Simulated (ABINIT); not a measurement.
# WC (Qusongite) (P-6m2) in ABINIT: a series of runs, part 2 of 2

ABINIT 10.8.3 (patched build). The steps go on from the part before.

## 4. Equation of state, PBE+D4

run.py

```python
import json, os
import numpy as np
from ase.eos import EquationOfState
from ase.units import GPa
from ase.calculators.mixing import SumCalculator
from dftd4.ase import DFTD4
from ase.calculators.abinit import Abinit, AbinitProfile
from ase import Atoms

atoms = Atoms(['W', 'C'],
              cell=[[2.9065, 0.0, 0.0], [-1.45325, 2.5171028361, 0.0], [0.0, 0.0, 2.8366]],
              scaled_positions=[[0.0, 0.0, 0.0], [0.6666666667, 0.3333333333, 0.5]],
              pbc=True)

profile = AbinitProfile(command='abinit', pp_paths=[os.path.abspath('pseudos')])
params = dict(
    pps='pawxml', xc='PBE',
    ecut=517.0163,
    pawecutdg=1034.0327,
    kptopt=1,
    ngkpt=[10, 10, 9],
    nshiftk=1,
    shiftk=[0.0, 0.0, 0.0],
    ixc=11,
    nband=13,
    occopt=3,
    tsmear=0.05,
    nstep=100,
    tolvrs=1e-09,
    prtwf=0,
    prtden=0,
)

cell0 = atoms.cell.copy()
volumes, energies = [], []
for i, x in enumerate([0.94, 0.96, 0.98, 1.0, 1.02, 1.04, 1.06]):
    atoms.set_cell(cell0 * x ** (1 / 3), scale_atoms=True)
    atoms.calc = SumCalculator([Abinit(profile=profile, directory=f'v{i}', **params), DFTD4(method='pbe')])
    volumes.append(atoms.get_volume() / len(atoms))
    dft, disp = atoms.calc.mixer.calcs
    energies.append((dft.get_property('free_energy', atoms) + disp.get_property('energy', atoms)) / len(atoms))
    print(f'{x:5.2f} {volumes[-1]:10.5f} A^3/atom {energies[-1]:14.6f} eV/atom', flush=True)
    json.dump(dict(volumes=volumes, energies=energies), open('results.json', 'w'))
v0, e0, b0 = EquationOfState(volumes, energies, eos='birchmurnaghan').fit()
print(f'V0 {v0:.4f} A^3/atom  E0 {e0:.6f} eV/atom  B0 {b0 / GPa:.2f} GPa')
```

Potentials or basis: JTH PAW PBE v2.0.

On the command line:

```sh
$ python run.py
```

The log of the run:

```text
0.94    9.75365 A^3/atom   -1018.005303 eV/atom
 0.96    9.96118 A^3/atom   -1018.034442 eV/atom
 0.98   10.16870 A^3/atom   -1018.051350 eV/atom
 1.00   10.37623 A^3/atom   -1018.056159 eV/atom
 1.02   10.58375 A^3/atom   -1018.050965 eV/atom
 1.04   10.79127 A^3/atom   -1018.035569 eV/atom
 1.06   10.99880 A^3/atom   -1018.012247 eV/atom
V0 10.3686 A^3/atom  E0 -1018.056245 eV/atom  B0 405.86 GPa
```

abinit.in:

```text
ecut 517.0163 eV
ixc 11
kptopt 1
natom 2
nband 13
ngkpt
10 10 9
nshiftk 1
nsppol 1
nstep 100
occopt 3
pawecutdg 1034.0327 eV
prtden 0
prtwf 0
shiftk
0.0 0.0 0.0
tolvrs 1e-09
tsmear 0.05 eV
#Definition of the unit cell
acell
1.00000000000000 1.00000000000000 1.00000000000000 Angstrom
rprim
2.96350466837017 0.00000000000000 0.00000000000000
-1.48175233418509 2.56647032704289 0.00000000000000
0.00000000000000 0.00000000000000 2.89223373208286
chkprim 0 # Allow non-primitive cells
#Definition of the atom types
ntypat 2
znucl 6 74
#Enumerate different atomic species
typat
 2 1
pseudos "./pseudos/C.GGA_PBE-JTH.xml,
./pseudos/W.GGA_PBE-JTH.xml"
#Definition of the atoms
xcart
0.00000000000000 0.00000000000000 0.00000000000000
2.80010609820942 1.61664200923773 2.73276482277191
chkexit 1 # abinit.exit file in the running directory terminates after the current SCF
```

abinit.abo:

```text
.Version 10.8.3 of ABINIT
 Symmetries : space group P-6 m 2 (#187); Bravais hP (primitive hexag.)
================================================================================
 Values of the parameters that define the memory need of the present run
     intxc =       0    ionmov =       0      iscf =      17    lmnmax =      18
     lnmax =       6     mgfft =      24  mpssoang =       3    mqgrid =    3001
     natom =       2  nloc_mem =       2    nspden =       1   nspinor =       1
    nsppol =       1      nsym =      12    n1xccc =       1    ntypat =       2
    occopt =       3   xclevel =       2
       mpw =         611          nfft =       13824          nkpt =          70
 PAW method is used; the additional fine FFT grid is defined by:
   mgfftf=        32    nfftf =     32768
================================================================================
================================================================================

--------------------------------------------------------------------------------
------------- Echo of variables that govern the present computation ------------
--------------------------------------------------------------------------------
 -outvars: echo values of preprocessed input variables --------
            acell      1.8897261259E+00  1.8897261259E+00  1.8897261259E+00 Bohr
              amu      1.20110000E+01  1.83850000E+02
          chkexit           1
          chkprim           0
             ecut      1.89999986E+01 Hartree
                       outvar_i_n : Printing only first  50 k-points.
              ixc          11
                       outvar_i_n : Printing only first  50 k-points.
         kptrlatt       10    0    0      0   10    0      0    0    9
          kptrlen      4.91897668E+01
            natom           2
            nband          13
            ngfft          24      24      24
          ngfftdg          32      32      32
             nkpt          70
            nstep         100
             nsym          12
           ntypat           2
                       prtocc : prtvol=0, do not print more k-points.
           occopt           3
        pawecutdg      3.80000008E+01 Hartree
         pawxcdev           0
           prtden           0
            prtwf           0
            rprim      2.9635046684E+00  0.0000000000E+00  0.0000000000E+00
                      -1.4817523342E+00  2.5664703270E+00  0.0000000000E+00
                       0.0000000000E+00  0.0000000000E+00  2.8922337321E+00
          spgroup         187
           tolvrs      1.00000000E-09
           tsmear      1.83746611E-03 Hartree
            typat      2  1
           useylm           1
                       outvars : Printing only first  50 k-points.
           xangst      0.0000000000E+00  0.0000000000E+00  0.0000000000E+00
                       1.4817523342E+00  8.5549010901E-01  1.4461168660E+00
            xcart      0.0000000000E+00  0.0000000000E+00  0.0000000000E+00
                       2.8001060980E+00  1.6166420095E+00  2.7327648229E+00
             xred      0.0000000000E+00  0.0000000000E+00  0.0000000000E+00
                       6.6666666667E-01  3.3333333333E-01  5.0000000000E-01
[... 135 lines left out ...]
 cartesian coordinates (angstrom) at end:
    1      0.00000000000000     0.00000000000000     0.00000000000000
    2      1.48175233418508     0.85549010901430     1.44611686604143

 cartesian forces (hartree/bohr) at end:
    1     -0.00000000000000     0.00000000000000    -0.00000000000000
    2      0.00000000000000    -0.00000000000000    -0.00000000000000
 frms,max,avg= 9.6599502E-30 1.3012337E-29   0.000E+00  0.000E+00  0.000E+00 h/b

 cartesian forces (eV/Angstrom) at end:
    1     -0.00000000000000     0.00000000000000    -0.00000000000000
    2      0.00000000000000    -0.00000000000000    -0.00000000000000
 frms,max,avg= 4.9673461E-28 6.6912128E-28   0.000E+00  0.000E+00  0.000E+00 e/A
 length scales=  1.889726125908  1.889726125908  1.889726125908 bohr
              =  1.000000000000  1.000000000000  1.000000000000 angstroms
 Fermi (or HOMO) energy (hartree) =   0.33929   Average Vxc (hartree)=  -0.48692
 Eigenvalues (hartree) for nkpt=  70  k points:
 kpt#   1, nband= 13, wtk=  0.00111, kpt=  0.0000  0.0000  0.0000 (reduced coord)
  -2.38634   -1.06241   -1.05914   -1.05914   -0.17627    0.19199    0.22495    0.22495
   0.34168    0.44801    0.44801    0.53375    0.53376
      occupation numbers for kpt#   1
   2.00000    2.00000    2.00000    2.00000    2.00000    2.00000    2.00000    2.00000
   0.42819    0.00000    0.00000    0.00000    0.00000
 prteigrs : prtvol=0 or 1, do not print more k-points.

--- !EnergyTerms
iteration_state     : {dtset: 1, }
comment             : Components of total free energy in Hartree
kinetic             :  9.96400655772177E+00
hartree             :  1.11529147469738E+01
xc                  : -9.78772635099780E+00
Ewald energy        : -6.47415595709053E+01
psp_core            :  6.23819699731335E+00
local_psp           : -3.18835511111661E+01
PAW spherical_terms :  4.26920774455201E+00
internal            : -7.47885109865083E+01
'-kT*entropy'       : -7.45897800919215E-05
total_energy        : -7.47885855762884E+01
total_energy_eV     : -2.03510108890699E+03
...

--- !EnergyTermsDC
iteration_state     : {dtset: 1, }
comment             : '"Double-counting" decomposition of free energy'
band_energy         : -9.63399772321392E+00
Ewald energy        : -6.47415595709053E+01
psp_core            :  6.23819699731335E+00
xc_dc               : -1.44991426546042E+01
PAW spherical_terms :  7.84798399885045E+00
internal            : -7.47885189525597E+01
'-kT*entropy'       : -7.45897800919215E-05
total_energy_dc     : -7.47885935423398E+01
total_energy_dc_eV  : -2.03510130567429E+03
...

--- !EnergyTermsWithPAWCore
iteration_state     : {dtset: 1, }
comment             : 'Components of total free energy, including PAW core contributions'
Total energy        : -1.61810448241417E+04
Total energy DC     : -1.61810448321077E+04
Total energy (eV)   : -4.40308660573251E+05
Total energy DC (eV): -4.40308660790018E+05
...

 Cartesian components of stress tensor (hartree/bohr^3)
  sigma(1 1)=  4.70623942E-04  sigma(3 2)=  0.00000000E+00
  sigma(2 2)=  4.70623942E-04  sigma(3 1)=  0.00000000E+00
  sigma(3 3)=  6.01256265E-04  sigma(2 1)=  0.00000000E+00

-Cartesian components of stress tensor (GPa)         [Pressure= -1.5127E+01 GPa]
- sigma(1 1)=  1.38462344E+01  sigma(3 2)=  0.00000000E+00
- sigma(2 2)=  1.38462344E+01  sigma(3 1)=  0.00000000E+00
- sigma(3 3)=  1.76895700E+01  sigma(2 1)=  0.00000000E+00

== END DATASET(S) ==============================================================
================================================================================

 -outvars: echo values of variables after computation  --------
            acell      1.8897261259E+00  1.8897261259E+00  1.8897261259E+00 Bohr
           etotal     -7.4788593542E+01
            fcart     -1.0517746863E-29  1.3012337105E-29 -0.0000000000E+00
                       1.0517746863E-29 -1.3012337105E-29 -0.0000000000E+00
            rprim      2.9635046684E+00  0.0000000000E+00  0.0000000000E+00
                      -1.4817523342E+00  2.5664703270E+00  0.0000000000E+00
                       0.0000000000E+00  0.0000000000E+00  2.8922337321E+00
           strten      4.7062394224E-04  4.7062394222E-04  6.0125626451E-04
                       0.0000000000E+00  0.0000000000E+00  0.0000000000E+00
           xangst      0.0000000000E+00  0.0000000000E+00  0.0000000000E+00
                       1.4817523342E+00  8.5549010901E-01  1.4461168660E+00
             xred      0.0000000000E+00  0.0000000000E+00  0.0000000000E+00
                       6.6666666667E-01  3.3333333333E-01  5.0000000000E-01
 Calculation completed.
```

It took 2.5 min on 1 thread of Intel Xeon Platinum 8375C at 2.90GHz (Ice Lake), shared host; peak memory 0.11 GiB.

What came out:

| Property | Result |
| --- | --- |
| Equilibrium volume | 10.37 Å³/atom |
| Bulk modulus at fixed shape and positions | 406 GPa |
| Pressure derivative of the bulk modulus | 3.9 (rough: it moves with the points fitted) |

Energy against volume, from the lowest point:
```
volume (Å³/atom)  energy (meV/atom)
           9.754              50.86
           9.961              21.72
          10.169               4.81
          10.376               0.00
          10.584               5.19
          10.791              20.59
          10.999              43.91
```

Caveat: pressures at fixed basis lie under the slope of the energies; the log and the count of SCF iterations are those of the last ABINIT call alone; the cell was scaled at fixed shape and fractional positions, which overstates the stiffness of a crystal with free parameters, most of all of layers and chains. The run has no spin-orbit coupling, so splittings on W are missing.

## 5. Band structure, LDA, spin-orbit coupling, no magnetisation

run.abi

```
# Datasets: ground state, then fixed potential
ndtset 2

# Pseudopotentials
pp_dirpath "./"
pseudos "W.LDA_PW-JTH.xml, C.LDA_PW-JTH.xml"

# Structure
acell 5.4924889812 5.4924889812 5.3603971251
rprim
     1.0000000000     0.0000000000     0.0000000000
    -0.5000000000     0.8660254038     0.0000000000
     0.0000000000     0.0000000000     1.0000000000
ntypat 2
znucl 74 6
natom 2
typat 1 2
xred
     0.0000000000     0.0000000000     0.0000000000
     0.6666666667     0.3333333333     0.5000000000

# Plane-wave basis
ecut 20.0
pawecutdg 40.0

# Exchange and correlation
ixc 7

# Bands and occupations
occopt 3
tsmear 0.00183747

# Spin
nspinor 2
nspden 1
pawspnorb 1

# SCF cycle
nstep 100

# Output
iomode 3
prtwf 0
prteig 0
prtebands 0
enunit 1
prtden1 1

# Dataset 1
kptopt1 4
ngkpt1 10 10 9
nshiftk1 1
shiftk1 0.0 0.0 0.0
nband1 26
tolvrs1 1.0e-9

# Dataset 2: bands along G-M-K-G-A-L-H-A
iscf2 -2
getden2 1
nband2 38
nbdbuf2 8
tolwfr2 1.0e-11
kptopt2 -7
ndivsm2 8
prteig2 1
prtvol2 -3
kptbounds2
     0.0000000000     0.0000000000     0.0000000000
     0.5000000000     0.0000000000     0.0000000000
     0.3333333333     0.3333333333     0.0000000000
     0.0000000000     0.0000000000     0.0000000000
     0.0000000000     0.0000000000     0.5000000000
     0.5000000000     0.0000000000     0.5000000000
     0.3333333333     0.3333333333     0.5000000000
     0.0000000000     0.0000000000     0.5000000000
```

Potentials or basis: JTH PAW LDA v2.0.

On the command line:

```sh
$ abinit run.abi > log 2>&1
```

It took 3.9 min on 1 thread of Intel Xeon Platinum 8375C at 2.90GHz (Ice Lake), shared host; peak memory 0.17 GiB.

Results (log left out):

```yaml
Free_energy: -2044.9740 eV
Pressure: -9.4 GPa
Band_gap_on_the_k_mesh: none (metal or under the smearing width)
Valence_electrons_inside_the_program's_atomic_spheres: W 11.91; C 2.46
```

Stress tensor (GPa, compression positive):
```
 -8.49   0.00   0.00
  0.00  -8.49   0.00
  0.00   0.00 -11.20
```

Levels at the corners of the path, in eV from the Fermi level:
| point | band 14 | band 15 | band 16 | band 17 | band 18 | band 19 | band 20 | band 21 | band 22 | band 23 |
| --- | --- | --- | --- | --- | --- | --- | --- | --- | --- | --- |
| Γ | -3.52 | -3.21 | -3.21 | 0.09 | 0.09 | 2.95 | 2.95 | 3.35 | 3.35 | 5.52 |
| M | -3.68 | -3.59 | -3.59 | -0.44 | -0.44 | 2.26 | 2.26 | 4.32 | 4.32 | 4.97 |
| K | -4.23 | -3.56 | -3.41 | 0.32 | 0.67 | 0.73 | 1.18 | 2.01 | 2.08 | 2.95 |
| Γ | -3.52 | -3.21 | -3.21 | 0.09 | 0.09 | 2.95 | 2.95 | 3.35 | 3.35 | 5.52 |
| A | -2.15 | -2.01 | -2.01 | -0.90 | -0.90 | -0.33 | -0.33 | 3.55 | 3.55 | 4.48 |
| L | -4.35 | -4.13 | -4.13 | 0.35 | 0.35 | 4.32 | 4.32 | 5.18 | 5.18 | 6.77 |
| H | -5.18 | -1.73 | -1.51 | -0.71 | -0.47 | 4.24 | 4.32 | 6.32 | 6.58 | 7.22 |
| A | -2.15 | -2.01 | -2.01 | -0.90 | -0.90 | -0.33 | -0.33 | 3.55 | 3.55 | 4.48 |

## 6. Band structure, BP86

Changes to run.abi since step 5:

```diff
@@ -1,9 +1,6 @@
-# Datasets: ground state, then fixed potential
 ndtset 2
 
-# Pseudopotentials
 pp_dirpath "./"
-pseudos "W.LDA_PW-JTH.xml, C.LDA_PW-JTH.xml"
+pseudos "W.GGA_PBE-JTH.xml, C.GGA_PBE-JTH.xml"
 
-# Structure
 acell 5.4924889812 5.4924889812 5.3603971251
@@ -21,10 +18,7 @@
 
-# Plane-wave basis
-ecut 20.0
-pawecutdg 40.0
+ecut 517.016339 eV
+pawecutdg 38.0
 
-# Exchange and correlation
-ixc 7
+ixc -106132
 
-# Bands and occupations
 occopt 3
@@ -32,11 +26,4 @@
 
-# Spin
-nspinor 2
-nspden 1
-pawspnorb 1
-
-# SCF cycle
 nstep 100
 
-# Output
 iomode 3
@@ -48,4 +35,3 @@
 
-# Dataset 1
-kptopt1 4
+kptopt1 1
 ngkpt1 10 10 9
@@ -53,15 +39,13 @@
 shiftk1 0.0 0.0 0.0
-nband1 26
+nband1 13
 tolvrs1 1.0e-9
 
-# Dataset 2: bands along G-M-K-G-A-L-H-A
 iscf2 -2
 getden2 1
-nband2 38
-nbdbuf2 8
+nband2 19
+nbdbuf2 4
 tolwfr2 1.0e-11
 kptopt2 -7
-ndivsm2 8
+ndivsm2 5
 prteig2 1
-prtvol2 -3
 kptbounds2
```

Potentials or basis: JTH PAW PBE v2.0.

On the command line:

```sh
$ abinit run.abi > log 2>&1
```

run.abo:

```text
.Version 10.8.3 of ABINIT
 DATASET    1 : space group P-6 m 2 (#187); Bravais hP (primitive hexag.)
================================================================================
 Values of the parameters that define the memory need for DATASET  1.
     intxc =       0    ionmov =       0      iscf =      17    lmnmax =      18
     lnmax =       6     mgfft =      24  mpssoang =       3    mqgrid =    3001
     natom =       2  nloc_mem =       2    nspden =       1   nspinor =       1
    nsppol =       1      nsym =      12    n1xccc =       1    ntypat =       2
    occopt =       3   xclevel =       2
       mpw =         569          nfft =       13824          nkpt =          70
 PAW method is used; the additional fine FFT grid is defined by:
   mgfftf=        32    nfftf =     30720
================================================================================
================================================================================

 DATASET    2 : space group P-6 m 2 (#187); Bravais hP (primitive hexag.)
[... 1050 lines left out ...]
 -64.13728  -28.87940  -27.97201  -27.97201   -0.51146    1.30596    7.87445    7.87445
   9.29943    9.29943   13.52878   14.44744   14.44744   19.98363   21.85429   27.63316
  33.37042   34.35850   34.35850

== END DATASET(S) ==============================================================
================================================================================

 -outvars: echo values of variables after computation  --------
            acell      5.4924889812E+00  5.4924889812E+00  5.3603971251E+00 Bohr
           etotal1    -7.4858844928E+01
            fcart1    -2.9414481111E-28 -2.8304097645E-28 -0.0000000000E+00
                       2.9414481111E-28  2.8304097645E-28 -0.0000000000E+00
            rprim      1.0000000000E+00  0.0000000000E+00  0.0000000000E+00
                      -5.0000000000E-01  8.6602540380E-01  0.0000000000E+00
                       0.0000000000E+00  0.0000000000E+00  1.0000000000E+00
           strten1    -2.9108616046E-04 -2.9108616215E-04 -2.5873244464E-04
                       0.0000000000E+00  0.0000000000E+00  0.0000000000E+00
           xangst      0.0000000000E+00  0.0000000000E+00  0.0000000000E+00
                       1.4532499990E+00  8.3903427814E-01  1.4182999990E+00
             xred      0.0000000000E+00  0.0000000000E+00  0.0000000000E+00
                       6.6666666667E-01  3.3333333333E-01  5.0000000000E-01
 Calculation completed.
```

It took 27 s on 1 thread of Intel Xeon Platinum 8375C at 2.90GHz (Ice Lake), shared host; peak memory 0.11 GiB.

What came out:

```yaml
Free_energy: -2037.0129 eV
Pressure: 8.2 GPa
Band_gap_on_the_k_mesh: none (metal or under the smearing width)
Valence_electrons_inside_the_program's_atomic_spheres: W 11.89; C 2.49
```

Levels at the corners of the path, in eV from the Fermi level:
```
point  band 7  band 8  band 9  band 10  band 11  band 12
    Γ   -3.32   -3.32    0.12     3.20     3.20     5.62
    M   -3.61   -3.53   -0.44     2.32     4.51     4.85
    K   -4.47   -3.45    0.62     0.97     2.06     3.23
    Γ   -3.32   -3.32    0.12     3.20     3.20     5.62
    A   -2.01   -2.01   -0.59    -0.59     3.64     4.56
    L   -4.30   -4.13    0.34     4.40     5.26     6.65
    H   -5.35   -1.57   -0.63     4.38     6.35     7.56
    A   -2.01   -2.01   -0.59    -0.59     3.64     4.56
```

Caveat: the PAW data sets were made with another functional, which shifts forces and pressure a little; spin-orbit coupling is left out, which moves the levels of the heavy elements.

## 7. Summary

| task | level | potentials or basis | spin | cutoff (eV) | fine-grid cutoff | dispersion computed by | gap on the mesh (eV) | pressure (GPa) |
| --- | --- | --- | --- | --- | --- | --- | --- | --- |
| band structure | WC | JTH PAW PBE v2.0 | SOC, no magnetisation | 517 | 1034.03 eV | - | none | -0.1 |
| band structure | PBE | SG15 NC PBE v1.2 | off | 1116 | - | - | none | 5.2 |
| equation of state | PBE+D4 | JTH PAW PBE v2.0 | off | 517 | 1034.03 eV | dftd4 4.3.1 | - | - |
| band structure | LDA | JTH PAW LDA v2.0 | SOC, no magnetisation | 544 | 1088.46 eV | - | none | -9.4 |
| band structure | BP86 | JTH PAW PBE v2.0 | off | 517 | 1034.03 eV | - | none | 8.2 |

Alike in all rows: cell as given; k mesh 10 × 10 × 9; smearing fermi-dirac 0.05 eV.

Caveats: the PAW data sets were made with another functional, which shifts forces and pressure a little (some runs); spin-orbit coupling is left out, which moves the levels of the heavy elements (some runs); pressures at fixed basis lie under the slope of the energies (some runs); the cell was scaled at fixed shape and fractional positions, which overstates the stiffness of a crystal with free parameters, most of all of layers and chains (some runs).

Total energies depend on the potentials used, so only differences within one code and one set of settings carry meaning.
